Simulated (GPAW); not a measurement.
Runs of GPAW 26.7.0 on Ge. It takes space group Fd-3m (No. 227, cubic). The conventional cell has a = 5.658 Å, b = 5.658 Å, c = 5.658 Å, α = 90.00°, β = 90.00°, γ = 90.00°. Ge (site symmetry -43m) is surrounded by 4 Ge at 2.45 Å. 

```tsv
task	level	potentials or basis	k mesh	smearing	maxiter	convergence	response ecut	response k mesh	response bands	mesh quality	gap on the mesh (eV)
single point	PBE	GPAW PAW data sets (gpaw-data 1.2.1), pw	7 × 7 × 7	fermi-dirac 0.05 eV	120	default	-	-	-	not flagged	0.09
dielectric tensor	LDA	the program's PAW data sets (release 1.2.1) made for this functional, pw	7 × 7 × 7	fermi-dirac 0.001 eV	150	-	80 eV	21 × 21 × 21	24	not flagged	none
dielectric tensor	PBE	GPAW PAW data sets (gpaw-data 1.2.1), pw	7 × 7 × 7	fermi-dirac 0.001 eV	150	-	80 eV	21 × 21 × 21	24	not flagged	0.09
dielectric tensor	AM05	PAW data sets generated in the run's folder for this functional, pw	7 × 7 × 7	fermi-dirac 0.001 eV	150	-	80 eV	21 × 21 × 21	24	not flagged	(a)
dielectric tensor	PBEsol	PAW data sets generated in the run's folder for this functional, pw	7 × 7 × 7	fermi-dirac 0.001 eV	150	-	80 eV	21 × 21 × 21	24	not flagged	0.04
```

Alike in all rows: no spin polarisation; cell as given; cutoff (eV) 450.

Task: Fill in the values left out.

Result: (a) 0.08.

Caveats: an odd mesh through Γ misses points on the zone boundary, where band edges often lie (some runs); the long-wavelength limit can be off by a per cent or two (some runs); the gap is small at this level, which inflates the dielectric constant (some runs).

A k mesh can miss the band edges, and the runs leave out spin-orbit coupling on Ge.

A gap of «none» marks a metal or a gap under the smearing width.
